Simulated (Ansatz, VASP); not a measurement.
**One calculation of CsH, two programs**

```
CELL_PARAMETERS angstrom
0.00000 3.15580 3.15580
3.15580 0.00000 3.15580
3.15580 3.15580 0.00000
ATOMIC_POSITIONS crystal
Cs 0.00000 0.00000 0.00000
H 0.50000 0.50000 0.50000
```

Alike in both runs: task single point; functional r2SCAN; k mesh 6 × 6 × 6; occupations gaussian, width 0.02 eV; no spin polarisation.

|  | VASP | Ansatz |
| --- | --- | --- |
| version | VASP 6.6.1 | Ansatz 0.2.0 |
| potentials or method | VASP PAW PBE potentials, release 64 (Cs_sv, H) | scalar-relativistic, plane waves, PAW |
| plane-wave cutoff (eV) | 520 | 500 |
| valence electrons in the cell | 10 | 10 |

VASP gave:

| Quantity | Value |
| --- | --- |
| gap on the k mesh at the Fermi level (eV) | 2.63 |
| least direct gap on the mesh (eV) | 2.63 |
| pressure (GPa) | 0.4 |

Problem. Which values does Ansatz return?

Solution. gap on the k mesh at the Fermi level (eV): 2.65; least direct gap on the mesh (eV): 2.65; pressure (GPa): 0.3.

The functional is the same, so the differences come from potentials, cutoffs and numerics.

Caveats: the PAW data sets were made with another functional, which shifts forces and pressure a little (VASP); spin-orbit coupling is left out, which moves the levels of the heavy elements. A k mesh can miss the band edges. r2SCAN opens gaps a little over a GGA but as a rule still falls short of measured ones.
